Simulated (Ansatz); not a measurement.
**PtS2: equation of state with r2SCAN**

The system is PtS2.

```
CELL_PARAMETERS angstrom
3.54320 0.00000 0.00000
-1.77160 3.06850 0.00000
0.00000 0.00000 5.03880
ATOMIC_POSITIONS crystal
Pt 0.00000 0.00000 0.00000
S 0.66667 0.33333 0.77300
S 0.33333 0.66667 0.22700
```

* Program: Ansatz 0.2.0
* Task: equation of state
* Functional: r2SCAN
* Potentials or basis: Ansatz PAW
* Cutoff: 500 eV
* Density cutoff: 2000 eV
* k mesh: 9 × 9 × 5
* Occupations: fermi-dirac, width 0.05 eV
* Spin: no spin polarisation

```
Equilibrium volume                        : 19.38 Å³/atom (rough: see the caveat)
Bulk modulus at fixed shape and positions : 135 GPa (rough)
```

Energy against volume, from the lowest point:
| volume (Å³/atom) | energy (meV/atom) |
| --- | --- |
| 17.165 | 135.19 |
| 17.531 | 90.62 |
| 17.896 | 56.15 |
| 18.261 | 30.74 |
| 18.626 | 13.47 |
| 18.992 | 3.47 |
| 19.357 | 0.00 |

All runs of the series together: 32 s on 2 threads of Intel(R) Xeon(R) Processor @ 2.70GHz, with other jobs on the host.

Caveat: the minimum lies outside the volumes run; the cell was scaled at fixed shape and fractional positions, which overstates the stiffness of a crystal with free parameters, most of all of layers and chains; the PAW data sets were made with another functional, which shifts forces and pressure a little. Spin-orbit coupling is left out, which matters for the levels of Pt.
